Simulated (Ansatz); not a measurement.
# W2CF2 MXene monolayer in a perpendicular field

Aim: how the W2CF2 MXene monolayer screens a field along its normal, and what the field does to its bands. A positive field points along +c.

Method: plane-wave DFT, PBE-D3(BJ), Ansatz PAW (set soft_1); PAW set soft_1, in Ansatz 0.2.0.

## (1) Starting point

The cell holds 5 atoms: 2 F, 2 W and 1 C. Its edges and angles: a = 3.125 Å, b = 3.125 Å, c = 39.618 Å, α = 90.0°, β = 90.0°, γ = 120.0°. Vacuum lies along c.

## (2) Relaxation

The starting cell is a guess, so the in-plane lattice and the atoms are relaxed first, with the slab cut off from its images along the normal.

Input file input.yaml:

```yaml
crystal:
  lattice:
    - [3.125408, 0.0, 0.0]
    - [-1.562704, 2.7066827252, 0.0]
    - [0.0, 0.0, 39.6175949265]
  atoms:
    - { symbol: F, position: [0.3333333333, 0.6666666667, 0.4455091237] }
    - { symbol: W, position: [0.6666666667, 0.3333333333, 0.4688723475] }
    - { symbol: C, position: [0.0, 0.0, 0.5] }
    - { symbol: W, position: [0.3333333333, 0.6666666667, 0.5311276525] }
    - { symbol: F, position: [0.6666666667, 0.3333333333, 0.5544908763] }
  periodic: [true, true, false]
kpoints:
  mp_grid: { grid: [12, 12, 1] }
hamiltonian:
  xc: pbe
  dispersion: d3bj
  pseudopotentials: { kind: paw, azcp: { folder: soft_1 } }
scf:
  occupations: { method: fermi_dirac, width: 0.05 }
  convergence: { dr2_threshold: 1.0e-09 }
relax:
  f_tol: 0.004
  max_steps: 90
  cell: {}
output:
  write_potential: true
  write_density: true
  volumetric_format: npy
```

Command:

```bash
$ ansatz run input.yaml --threads 2 --pin off --max-ram 3072MiB --backend cpu --events-out ev --progress --plain --runs-dir out
```

Numbers of over 12 decimals in the logs are rounded to 6 here.

Output:

```text
Warning: relax.cell: scf.convergence.dr2_threshold = 1e-9 eV is looser than the 2.43910143553e-10 eV advised for a relaxation that steers and ends on the stress (1e-10 eV for each atom of the cell: 5, times the square of relax.cell.stress_2d_tol = 0.05 N/m over 14.3 Å (the atoms' height at the walk's start and 5 Å past either face), 3.492e-2 GPa, over a crystal's default 0.05). What an SCF threshold leaves in a stress goes as its square root, and in the free energy as the threshold itself, and one threshold admits the most on a small cell: [figures from the program's tests cut] Set scf.convergence.dr2_threshold to 2.43910143553e-10 eV or tighter. [rest of the remark cut]
Engine: ansatz 0.2.0, aarch64-unknown-linux-gnu
Pseudopotentials: kind: paw
Pseudopotential: F, paw, valence charge 7, recommended cutoff 420 eV (normal), soft_1/F.paw.azcp
Pseudopotential: W, paw, valence charge 14, recommended cutoff 420 eV (normal), soft_1/W.paw.azcp
Pseudopotential: C, paw, valence charge 4, recommended cutoff 420 eV (normal), soft_1/C.paw.azcp
Functional definition: PBE
  parameter kappa = 0.804
  parameter beta = 0.066725
  exchange = pbe_x(kappa = kappa, mu = beta*pi^2/3)
  correlation = pbe_c(beta = beta)
Crystal: 5 atoms, lattice volume = 335.145 Å³
Basis set: ecut = 420 eV, 6481 PW (Γ), exchange–correlation on 48×48×540 points (8 copies of the dense FFT grid, shifted against one another)
Bands: 28, of which v1, the nominal top of the filled ones, is band 23 counted from 1 (22 counted from 0)
Symmetry: 12 space group operations
Space group: P-3m1 (ITA 164), of the structure as read, at distance tolerance 6.9e-5 Å
k-points: 19 of 144
Non-local potential: F, projectors of the file, l = 0: 2, l = 1: 2, l = 2: 1
Non-local potential: W, projectors of the file, l = 0: 3, l = 1: 2, l = 2: 2, l = 3: 1
Non-local potential: C, projectors of the file, l = 0: 2, l = 1: 2, l = 2: 1
PAW form: soft (Blöchl's): semilocal exchange-correlation on the pseudo side does not see the compensation charge
PAW one-centre angular grid: F, 110 points (default); XC on 64 Gauss nodes
PAW one-centre angular grid: W, 590 points (default); XC on 64 Gauss nodes
PAW one-centre angular grid: C, 110 points (default); XC on 64 Gauss nodes
Initial density: superposition of atomic densities (neutral atoms: chi_scale 0, normalization atom)
Initial wavefunctions: pseudopotential atomic-orbital guess
Functional: x = pbe(κ = 0.804, μ = 0.219515), c = pbe(β = 0.066725)
SCF iter   1: F=—  HF=-22638.762307 eV  |F-HF|=—  |Δ(HF+E_count)|=         —  Δρ=5.17e-2  dr2=1.80e1  ethr=3.10e-3  ⟨swp⟩=14.2  Hψ=4060  notcnv=0
preconditioner: auto → LDOS  [metal: Δε(μ)=0.026 eV  Ē_g=9.585 eV  σ=0.050 eV  W_gap=0.13  n_scr=24 (ndim 8)  ℏωp=10.3 eV  f_vac=0.808  D(μ)=6.19/eV (n_scr^D=22)  β→1.0]
SCF iter   2: F=—  HF=-22634.974137 eV  |F-HF|=—  |Δ(HF+E_count)|=    3.79e0  Δρ=2.20e-2  dr2=1.04e0  ethr=3.10e-3  ⟨swp⟩=5.1  Hψ=1770  notcnv=0
SCF iter   3: F=—  HF=-22634.921823 eV  |F-HF|=—  |Δ(HF+E_count)|=   5.23e-2  Δρ=1.12e-2  dr2=4.95e-1  ethr=2.26e-3  ⟨swp⟩=4.2  Hψ=1520  notcnv=0
SCF iter   4: F=—  HF=-22634.805222 eV  |F-HF|=—  |Δ(HF+E_count)|=   1.17e-1  Δρ=4.33e-3  dr2=7.70e-2  ethr=1.08e-3  ⟨swp⟩=3.7  Hψ=1174  notcnv=0
SCF iter   5: F=—  HF=-22634.788385 eV  |F-HF|=—  |Δ(HF+E_count)|=   1.68e-2  Δρ=8.52e-4  dr2=4.09e-3  ethr=1.67e-4  ⟨swp⟩=3.8  Hψ=1298  notcnv=0
SCF iter   6: F=—  HF=-22634.787774 eV  |F-HF|=—  |Δ(HF+E_count)|=   6.11e-4  Δρ=1.64e-4  dr2=3.96e-4  ethr=8.89e-6  ⟨swp⟩=3.6  Hψ=1127  notcnv=0
SCF iter   7: F=—  HF=-22634.787741 eV  |F-HF|=—  |Δ(HF+E_count)|=   3.28e-5  Δρ=1.06e-4  dr2=6.88e-5  ethr=8.60e-7  ⟨swp⟩=3.4  Hψ=1050  notcnv=0
SCF iter   8: F=—  HF=-22634.787755 eV  |F-HF|=—  |Δ(HF+E_count)|=   1.39e-5  Δρ=4.58e-5  dr2=8.68e-6  ethr=1.50e-7  ⟨swp⟩=3.8  Hψ=1105  notcnv=0
SCF iter   9: F=—  HF=-22634.787771 eV  |F-HF|=—  |Δ(HF+E_count)|=   1.54e-5  Δρ=1.24e-5  dr2=4.51e-7  ethr=1.89e-8  ⟨swp⟩=3.8  Hψ=1236  notcnv=0
SCF iter  10: F=—  HF=-22634.787649 eV  |F-HF|=—  |Δ(HF+E_count)|=   1.21e-4  Δρ=3.99e-6  dr2=3.15e-8  ethr=9.80e-10  ⟨swp⟩=3.5  Hψ=1223  notcnv=0
SCF iter  11: F=—  HF=-22634.787649 eV  |F-HF|=—  |Δ(HF+E_count)|=   5.25e-8  Δρ=5.71e-7  dr2=2.90e-9  ethr=6.84e-11  ⟨swp⟩=3.9  Hψ=1344  notcnv=0
SCF iter  12: F=-22634.787649 eV  HF=-22634.787649 eV  |F-HF|=1.88e-9  |Δ(HF+E_count)|=   1.11e-8  Δρ=1.73e-7  dr2=1.49e-10  ethr=2.17e-12  ⟨swp⟩=13.5  Hψ=4702  notcnv=0
SCF 1 converged in 12 iterations: F = -22634.787649 eV  dr2 = 1.49e-10
  greatest PAW one-centre occupation: 0.999 electrons in one spin orbital (limit 2), on the W atom at site 3 (counted from 0), in its partial waves of l = 0
relax step   1: F+E_penalty+E_count = -22634.78764947 eV  Δ(F+E_penalty+E_count) = +0.000e0 eV  max|allowed force component| = 7.480e0 eV/Å  Δτ_max = 0.0000 Å  P = +18.721 N/m  Ω = 335.145 Å³  fix = [c, alpha, beta]  reactions: c +0.000 N/m  (12 SCF iters, accepted)
Crystal: 5 atoms, lattice volume = 339.567 Å³
Basis set: ecut = 420 eV, 6565 PW (Γ), exchange–correlation on 48×48×540 points (8 copies of the dense FFT grid, shifted against one another)
Initial density: handed on by an earlier stage of this run
Initial wavefunctions: those handed on with the density
iter 1 solved again at ethr=1.35e-3 eV; its pass at ethr=3.10e-3 eV (dr2=6.19e-1 eV) is discarded
SCF iter   1: F=—  HF=-22638.108001 eV  |F-HF|=—  |Δ(HF+E_count)|=         —  Δρ=1.56e-2  dr2=6.21e-1  ethr=1.35e-3  ⟨swp⟩=1.6  Hψ=4289  notcnv=0
preconditioner: auto → LDOS  [metal: Δε(μ)=0.054 eV  Ē_g=8.573 eV  σ=0.050 eV  W_gap=0.25  n_scr=24 (ndim 8)  ℏωp=10.3 eV  f_vac=0.817  D(μ)=4.16/eV (n_scr^D=18)  β→1.0]
SCF iter   2: F=—  HF=-22637.947243 eV  |F-HF|=—  |Δ(HF+E_count)|=   1.61e-1  Δρ=3.94e-3  dr2=4.09e-2  ethr=1.35e-3  ⟨swp⟩=3.1  Hψ=1131  notcnv=0
SCF iter   3: F=—  HF=-22637.952354 eV  |F-HF|=—  |Δ(HF+E_count)|=   5.11e-3  Δρ=1.84e-3  dr2=1.02e-2  ethr=8.89e-5  ⟨swp⟩=3.3  Hψ=1501  notcnv=0
SCF iter   4: F=—  HF=-22637.949895 eV  |F-HF|=—  |Δ(HF+E_count)|=   2.46e-3  Δρ=4.18e-4  dr2=7.43e-4  ethr=2.21e-5  ⟨swp⟩=3.6  Hψ=1335  notcnv=0
SCF iter   5: F=—  HF=-22637.949957 eV  |F-HF|=—  |Δ(HF+E_count)|=   6.17e-5  Δρ=1.55e-4  dr2=1.13e-4  ethr=1.62e-6  ⟨swp⟩=4.0  Hψ=1272  notcnv=0
SCF iter   6: F=—  HF=-22637.949954 eV  |F-HF|=—  |Δ(HF+E_count)|=   2.27e-6  Δρ=4.23e-5  dr2=9.32e-6  ethr=2.45e-7  ⟨swp⟩=3.4  Hψ=1129  notcnv=0
SCF iter   7: F=—  HF=-22637.949959 eV  |F-HF|=—  |Δ(HF+E_count)|=   5.00e-6  Δρ=1.18e-5  dr2=9.64e-7  ethr=2.03e-8  ⟨swp⟩=3.6  Hψ=1220  notcnv=0
[...]
[... from here on, the SCF cycles and remarks between the steps are left out ...]
relax step   4: F+E_penalty+E_count = -22638.76127230 eV  Δ(F+E_penalty+E_count) = -6.735e-1 eV  max|allowed force component| = 6.688e-1 eV/Å  Δτ_max = 0.0905 Å  P = +4.466 N/m  Ω = 359.468 Å³  energy of the carried Pulay correction = -7.853e-3 eV  fix = [c, alpha, beta]  reactions: c +0.000 N/m  (9 SCF iters, accepted)
relax step   5: F+E_penalty+E_count = -22638.80662067 eV  Δ(F+E_penalty+E_count) = -4.535e-2 eV  max|allowed force component| = 8.819e-2 eV/Å  Δτ_max = 0.0351 Å  P = +0.610 N/m  Ω = 369.435 Å³  energy of the carried Pulay correction = -1.091e-2 eV  fix = [c, alpha, beta]  reactions: c +0.000 N/m  (8 SCF iters, accepted)
relax step   6: F+E_penalty+E_count = -22638.80731360 eV  Δ(F+E_penalty+E_count) = -6.929e-4 eV  max|allowed force component| = 4.947e-2 eV/Å  Δτ_max = 0.0036 Å  P = +0.211 N/m  Ω = 370.020 Å³  energy of the carried Pulay correction = -1.109e-2 eV  fix = [c, alpha, beta]  reactions: c +0.000 N/m  (7 SCF iters, accepted)
relax step   7: F+E_penalty+E_count = -22638.80762342 eV  Δ(F+E_penalty+E_count) = -3.098e-4 eV  max|allowed force component| = 6.072e-3 eV/Å  Δτ_max = 0.0073 Å  P = +0.019 N/m  Ω = 370.043 Å³  energy of the carried Pulay correction = -1.110e-2 eV  fix = [c, alpha, beta]  reactions: c +0.000 N/m  (7 SCF iters, accepted)
relax step   8: F+E_penalty+E_count = -22638.80760548 eV  Δ(F+E_penalty+E_count) = +1.793e-5 eV  max|allowed force component| = 2.851e-4 eV/Å  Δτ_max = 0.0011 Å  P = +0.001 N/m  Ω = 370.128 Å³  energy of the carried Pulay correction = -1.112e-2 eV  fix = [c, alpha, beta]  reactions: c +0.000 N/m  (5 SCF iters, accepted)
relax step   9: F+E_penalty+E_count = -22638.83351094 eV  Δ(F+E_penalty+E_count) = -2.591e-2 eV  max|allowed force component| = 1.343e-3 eV/Å  Δτ_max = 0.0000 Å  P = +0.585 N/m  Ω = 370.128 Å³  fix = [c, alpha, beta]  reactions: c +0.000 N/m  stress off target by 5.85e-1 N/m on what of the cell is left free  SCF on the basis re-selected at this cell (its energy is not comparable with the rows above)  (7 SCF iters)
relax step  10: F+E_penalty+E_count = -22638.83371394 eV  Δ(F+E_penalty+E_count) = -2.030e-4 eV  max|allowed force component| = 5.538e-4 eV/Å  Δτ_max = 0.0033 Å  P = +0.052 N/m  Ω = 371.370 Å³  energy of the carried Pulay correction = -4.190e-4 eV  fix = [c, alpha, beta]  reactions: c +0.000 N/m  (7 SCF iters, accepted)
relax step  11: F+E_penalty+E_count = -22638.83367828 eV  Δ(F+E_penalty+E_count) = +3.566e-5 eV  max|allowed force component| = 1.247e-4 eV/Å  Δτ_max = 0.0004 Å  P = +0.002 N/m  Ω = 371.488 Å³  energy of the carried Pulay correction = -4.596e-4 eV  fix = [c, alpha, beta]  reactions: c +0.000 N/m  (5 SCF iters, accepted)
iter 1 solved again at ethr=1.07e-7 eV; its pass at ethr=3.10e-3 eV (dr2=4.94e-5 eV) is discarded
SCF iter   1: F=—  HF=-22638.834217 eV  |F-HF|=—  |Δ(HF+E_count)|=         —  Δρ=1.17e-5  dr2=5.91e-8  ethr=1.07e-7  ⟨swp⟩=7.2  Hψ=6886  notcnv=0
SCF iter   2: F=—  HF=-22638.834124 eV  |F-HF|=—  |Δ(HF+E_count)|=   9.29e-5  Δρ=4.81e-6  dr2=4.56e-8  ethr=1.28e-10  ⟨swp⟩=4.7  Hψ=1735  notcnv=0
SCF iter   3: F=—  HF=-22638.834123 eV  |F-HF|=—  |Δ(HF+E_count)|=   9.51e-7  Δρ=2.85e-6  dr2=2.06e-8  ethr=9.92e-11  ⟨swp⟩=3.2  Hψ=1016  notcnv=0
SCF iter   4: F=—  HF=-22638.834124 eV  |F-HF|=—  |Δ(HF+E_count)|=   7.46e-7  Δρ=1.06e-6  dr2=2.72e-9  ethr=4.48e-11  ⟨swp⟩=2.9  Hψ=872  notcnv=0
SCF iter   5: F=-22638.834124 eV  HF=-22638.834124 eV  |F-HF|=5.18e-8  |Δ(HF+E_count)|=   1.45e-7  Δρ=1.42e-7  dr2=5.83e-11  ethr=2.17e-12  ⟨swp⟩=16.7  Hψ=4922  notcnv=0
SCF 12 converged in 5 iterations: F = -22638.834124 eV  dr2 = 5.83e-11
relax step  12: F+E_penalty+E_count = -22638.83412397 eV  Δ(F+E_penalty+E_count) = -4.457e-4 eV  max|allowed force component| = 1.480e-4 eV/Å  Δτ_max = 0.0000 Å  P = +0.005 N/m  Ω = 371.488 Å³  fix = [c, alpha, beta]  reactions: c +0.000 N/m  stress off target by 4.76e-3 N/m on what of the cell is left free  SCF on the basis re-selected at this cell (its energy is not comparable with the rows above)  (5 SCF iters)
basis re-selected at this cell: Δ(F+E_penalty+E_count) = -4.457e-4 eV, ΔP = +0.003 N/m vs the last step (what re-selecting the basis moved, of the pressure what is left beyond the Pulay correction that the steps carried, after the strain that the cell walked since its last selection, with what the two solves' SCF thresholds leave and, on support functions, any second-order correction that the steps lacked; it is no m [...]
WARN: The output density's exchange-correlation potential varies sharply where the density is thin. Do not read a vacuum level from v_tot or v_xc, or from such a field of the output density. On a cell that repeats whose density bears no net charge and no dipole along the vacuum's axis use v_es (v_loc + v_h of the components); under efield.dipole_correction with no amplitude use v_es + v_field, which holds any externa [...]
SCF converged after 5 iterations
Free energy (F): -22638.834124 eV
Harris-Foulkes:  -22638.834124 eV  (|F-HF|=5.18e-8)
Internal energy: -22638.827068 eV  (E = F + TS)
E sigma→0 (E₀):  -22638.830596 eV
Entropy (-TS):   -0.007056 eV (-1.411 meV/atom)
Fermi energy:    -4.311291 eV
--- Per-component energies (eV) ---
  E_band       = -1239.815935
  E_kinetic    = 1330.332372
  E_local      = -169109.531714  (includes V_loc(G=0)·N_el)
  E_nonlocal   = 148.007498
  E_hartree    = 83792.818500
  E_xc         = -735.971196
  E_vxc        = -717.640746  (∫ρ·V_xc dr)
  E_paw        = -17664.830762  (= ΣΔE_a)
  E_vpaw       = -476.622195  (= ΣTr[D̂ρ^β])
  E_aug_tail   = 0.001724  (compensation charges beyond the density's cutoff)
  E_ewald      = 79601.331730
  E_disp       = -0.985220  (pairwise vdW)
  E_smearing   = -0.007056  (= −TS)
  E_closure    = 0.000000  (closes the sum)
  Σ components = -22638.834124   (vs F -22638.834124, Δ=0.00e0)
--- Forces (eV/Å), atoms counted from 1 ---
  atom   1  F     -0.00000000     0.00000000    -0.00013085
  atom   2  W      0.00000000    -0.00000000     0.00014796
  atom   3  C     -0.00000000     0.00000000     0.00000000
  atom   4  W     -0.00000000     0.00000000    -0.00014796
  atom   5  F     -0.00000000    -0.00000000     0.00013085
  max |Σ_I F_I| component: 4.63e-17 eV/Å
--- 2D stress c σ (N/m, compression-positive) ---
        0.004756       0.000000       0.000000
       -0.000000       0.004756      -0.000000
        0.000000      -0.000000       0.000000
  P = ½ c Tr σ = 0.0048 N/m
--- Band table (eV; the first three rows and the last of 19) ---
  k-point 0: bands = [... 19 lower, -9.7298, -7.7318, -7.7318, -4.8220, -4.4817, -3.4076, -3.4076, -2.4905, ... 1 higher]
  k-point 1: bands = [... 19 lower, -9.7030, -7.7913, -7.5841, -4.7719, -4.1930, -3.5888, -3.4073, -2.9304, ... 1 higher]
  k-point 2: bands = [... 19 lower, -9.6551, -7.9438, -7.1934, -4.8391, -3.9649, -3.3798, -3.3205, -3.2295, ... 1 higher]
  k-point 18: bands = [... 19 lower, -9.2737, -6.6259, -6.3966, -6.3966, -3.1485, -3.1485, -2.0393, -1.4547, ... 1 higher]
  the weakly bound empty levels are not read free of the cell's end (no_gap_told)
--- Relaxed structure (10 steps of the walk, 10 accepted, 2 SCFs on fresh bases) ---
  F+E_penalty+E_count = -22638.83412397 eV   max|allowed force component| = 1.480e-4 eV/Å   (the final SCF, on the basis selected at the relaxed cell)
  cell:  # Å, volume = 371.4883 Å³
    - [3.290510, 0, 0]
    - [-1.645255, 2.849665, 0]
    - [0, 0, 39.6175949265]
  atoms:
    - { symbol: F, position: [0.333333, 0.666667, 0.442403] }
    - { symbol: W, position: [0.666667, 0.333333, 0.476609] }
    - { symbol: C, position: [0, 0, 0.5] }
    - { symbol: W, position: [0.333333, 0.666667, 0.523391] }
    - { symbol: F, position: [0.666667, 0.333333, 0.557597] }
```

The job ended after 90 s (2 threads of Arm Neoverse V1, shared host; peak memory 0.64 GiB).

The steps of the relaxation:

```
step  energy less that of the first step (eV)  largest force component (eV/Å)  volume (Å³)
   1                                   0.0000                          7.4800       335.14
   2                                  -3.1622                          4.3979       339.57
   3                                  -3.3001                          5.6961       345.76
   4                                  -3.9736                          0.6688       359.47
   5                                  -4.0190                          0.0882       369.44
   6                                  -4.0197                          0.0495       370.02
   7                                  -4.0200                          0.0061       370.04
   8                                  -4.0200                          0.0003       370.13
  9*                                  -4.0459                          0.0013       370.13
  10                                  -4.0461                          0.0006       371.37
  11                                  -4.0460                          0.0001       371.49
 12*                                  -4.0465                          0.0001       371.49
```

Relaxation steps marked * repeat the geometry before them on a plane-wave basis chosen anew for their cell, so energy and pressure can jump there.

Forces are held to the 12 operations that the run works with; a distortion that breaks them can't arise in this run.

| cell as run | before | after | change |
| --- | --- | --- | --- |
| a (Å) | 3.125 | 3.291 | +5.3 % |
| b (Å) | 3.125 | 3.291 | +5.3 % |

The atoms that moved most (Å, along periodic axes as changes of fractional coordinates times the final cell, across vacuum about the mean position):

| atom | dx | dy | dz | length |
| --- | --- | --- | --- | --- |
| W2 | 0.000 | 0.000 | 0.307 | 0.307 |
| W4 | 0.000 | 0.000 | -0.307 | 0.307 |
| F5 | 0.000 | 0.000 | 0.123 | 0.123 |
| F1 | 0.000 | 0.000 | -0.123 | 0.123 |

The relaxed structure:

```cif
data_structure
_symmetry_space_group_name_H-M 'P 1'
_symmetry_Int_Tables_number 1
_cell_length_a 3.2905
_cell_length_b 3.2905
_cell_length_c 39.6176
_cell_angle_alpha 90.000
_cell_angle_beta 90.000
_cell_angle_gamma 120.000
_cell_volume 371.49
loop_
_atom_site_label
_atom_site_type_symbol
_atom_site_fract_x
_atom_site_fract_y
_atom_site_fract_z
_atom_site_occupancy
F1 F 0.33333 0.66667 0.44240 1
W2 W 0.66667 0.33333 0.47661 1
C3 C 0.00000 0.00000 0.50000 1
W4 W 0.33333 0.66667 0.52339 1
F5 F 0.66667 0.33333 0.55760 1
```

This step gave:

```
energy at zero smearing : -22638.8306 eV
```

The lattice constant a goes from 3.125 to 3.291 Å.

(Part 1 of 2 ends here.)

[Logs are printed without paths, hosts, clocks, repeated set-up lines and the standing remarks that a program may print on its own settings, such as how far it seeks lower states.]

[Hosts, paths, dates, database ids (printed as entryN), source tags and the programs' standing remarks are cut or masked in the printed files.]

[Maps of the electrostatic potential energy from Ansatz leave out the sawtooth potential of an applied field or a dipole correction, so their vacuum need not be flat; planar profiles and work functions include it.]
